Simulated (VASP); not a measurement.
All values below come from vdW-DF-cx, VASP's PBE PAW potentials (set 64) (plane waves; VASP 6.6.1).

A VASP calculation is set up with these files.

**KPOINTS**
```
Automatic mesh
0
Gamma
8 8 8
0 0 0
```

File POSCAR:
```
CaF2
1
    0.0000000000     2.7269215212     2.7269215212
    2.7269215212    -0.0000000000     2.7269215212
    2.7269215212     2.7269215212     0.0000000000
Ca F
1 2
Direct
  1.0000000000   1.0000000000   0.0000000000
  0.2500000000   0.2500000000   0.2500000000
  0.7500000000   0.7500000000   0.7500000000
```

### INCAR
```
! general
SYSTEM   = CaF2
PREC     = Accurate
ENCUT    = 520   ! plane-wave cut-off (eV)
LREAL    = .FALSE.
LASPH    = .TRUE.

! electronic loop
EDIFF    = 1E-7   ! SCF stop (eV)
NELM     = 100
ALGO     = Normal   ! blocked Davidson

! smearing
ISMEAR   = -5

! functional
GGA      = CX
LUSE_VDW = .TRUE.
AGGAC    = 0.0

! ions
ISIF     = 2

! output
LWAVE    = .FALSE.
LCHARG   = .TRUE.
LORBIT   = 11   ! lm-projected
NEDOS    = 601   ! DOS grid

! other
LEFG     = .TRUE.
```

POTCAR, in this order: Ca_sv F (PBE.64 set). Program: vasp_std.

What VASP printed:

**OSZICAR**
```
       N       E                     dE             d eps       ncg     rms          rms(c)
DAV:   1     0.228713314545E+03    0.22871E+03   -0.13911E+04   928   0.152E+03
DAV:   2    -0.299511083470E+01   -0.23171E+03   -0.22978E+03  1200   0.398E+02
DAV:   3    -0.121004078807E+02   -0.91053E+01   -0.90984E+01  1024   0.884E+01
DAV:   4    -0.124440460053E+02   -0.34364E+00   -0.34353E+00  1608   0.129E+01
DAV:   5    -0.124467168266E+02   -0.26708E-02   -0.26708E-02  1008   0.126E+00    0.769E+00
DAV:   6    -0.112481538452E+02    0.11986E+01   -0.64693E+00   984   0.182E+01    0.310E+00
DAV:   7    -0.112516363605E+02   -0.34825E-02   -0.17370E-01  1224   0.384E+00    0.165E+00
DAV:   8    -0.112739187799E+02   -0.22282E-01   -0.35785E-02  1184   0.232E+00    0.202E-01
DAV:   9    -0.112797855010E+02   -0.58667E-02   -0.10379E-02  1216   0.805E-01    0.142E-01
DAV:  10    -0.112809976006E+02   -0.12121E-02   -0.25748E-03  1096   0.354E-01    0.385E-02
DAV:  11    -0.112810015617E+02   -0.39612E-05   -0.19413E-04  1184   0.120E-01    0.129E-02
DAV:  12    -0.112810186591E+02   -0.17097E-04   -0.46472E-05   992   0.512E-02    0.427E-03
DAV:  13    -0.112810192351E+02   -0.57595E-06   -0.53703E-06  1392   0.178E-02    0.397E-03
DAV:  14    -0.112810187176E+02    0.51745E-06   -0.69911E-07  1072   0.100E-02    0.445E-04
DAV:  15    -0.112810187579E+02   -0.40303E-07   -0.56646E-08   968   0.217E-03
   1 F= -.11281019E+02 E0= -.11281019E+02  d E =0.000000E+00
```

### OUTCAR
```
------------------------ aborting loop because EDIFF is reached ----------------------------------------
  FORCE on cell =-STRESS in cart. coord.  units (eV):
  Direction    XX          YY          ZZ          XY          YZ          ZX
  --------------------------------------------------------------------------------------
  Total       -0.0161207     -0.0161207     -0.0161207     -0.0000000      0.0000000      0.0000000
  in kB       -0.6368651     -0.6368651     -0.6368651     -0.0000000      0.0000000      0.0000000
  external PRESSURE =      -0.6368651 kB  Pullay stress =       0.0000000 kB
  volume of cell :       40.56
      direct lattice vectors                 reciprocal lattice vectors
     0.000000000  2.726921521  2.726921521    -0.183356945  0.183356945  0.183356945
     2.726921521  0.000000000  2.726921521     0.183356945 -0.183356945  0.183356945
     2.726921521  2.726921521  0.000000000     0.183356945  0.183356945 -0.183356945
 POSITION                                       TOTAL-FORCE (eV/Angst)
 -----------------------------------------------------------------------------------
      0.00000      0.00000      0.00000        -0.000000      0.000000     -0.000000
      1.36346      1.36346      1.36346         0.000000     -0.000000      0.000000
      4.09038      4.09038      4.09038         0.000000     -0.000000     -0.000000
 -----------------------------------------------------------------------------------
    total drift:                                0.000000     -0.000000      0.000000
  FREE ENERGIE OF THE ION-ELECTRON SYSTEM (eV)
  ---------------------------------------------------
  free  energy   TOTEN  =       -11.2810187579 eV

  energy  without entropy=      -11.2810187579  energy(sigma->0) =      -11.28101876

 total charge

# of ion       s       p       d       tot
------------------------------------------
    1        2.021   5.872   0.218   8.110
    2        1.729   4.386   0.000   6.115
    3        1.729   4.386   0.000   6.115
--------------------------------------------------
tot          5.479  14.644   0.218  20.340

 Electric field gradients after diagonalization (V/A^2)
 (convention: |V_zz| > |V_xx| > |V_yy|)
----------------------------------------------------------------------
 ion       V_xx      V_yy      V_zz     asymmetry (V_yy - V_xx)/ V_zz
----------------------------------------------------------------------
   1       0.000     0.000    -0.001       0.000
   2       0.002     0.002    -0.004       0.000
   3       0.002     0.002    -0.004       0.000
```
(Selected blocks of OUTCAR.)

The compound is CaF2 in the fluorite structure. It was relaxed first.
